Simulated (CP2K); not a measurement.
Runs of CP2K 2026.2 on HfC. Symmetry: Fm-3m, No. 225, cubic system. Conventional cell: a = 4.650 Å, b = 4.650 Å, c = 4.650 Å, α = 90.00°, β = 90.00°, γ = 90.00°. Hf (site symmetry m-3m) has 6 C at 2.32 Å as nearest neighbours. C (site symmetry m-3m) has 6 Hf at 2.32 Å as nearest neighbours. 

```tsv
level	cutoff of the non-local correlation (Ry)	gap on the mesh (eV)	pressure (GPa)
rev-vdW-DF2	300	none	-3.1
PBE	-	none	-1.6
vdW-DF2	300	none	9.3
r2SCAN	-	none	-0.9
LDA	-	none	(a)
optB88-vdW	300	none	-1.0
PBEsol	-	none	(b)
```

Alike in all rows: task band structure; potentials or basis POTENTIAL_UZH Hf GTH-PBE-q12, C GTH-PBE-q4; TZVP-MOLOPT-PBE-GTH basis; no spin polarisation; cell as given; k mesh 10 × 10 × 10; smearing fermi-dirac 0.05 eV.

**Question.** Fill in the values left out.

**Answer.** (a) -9.1; (b) -6.5.

Caveats: spin-orbit coupling is left out, which moves the levels of the heavy elements; the basis of atomic orbitals isn't converged, which shifts pressures, moduli and gaps; the potentials were made for another functional, which shifts forces and pressure (some runs).

A k mesh can miss the band edges, and the runs leave out spin-orbit coupling on Hf.

A gap of «none» marks a metal or a gap under the smearing width.
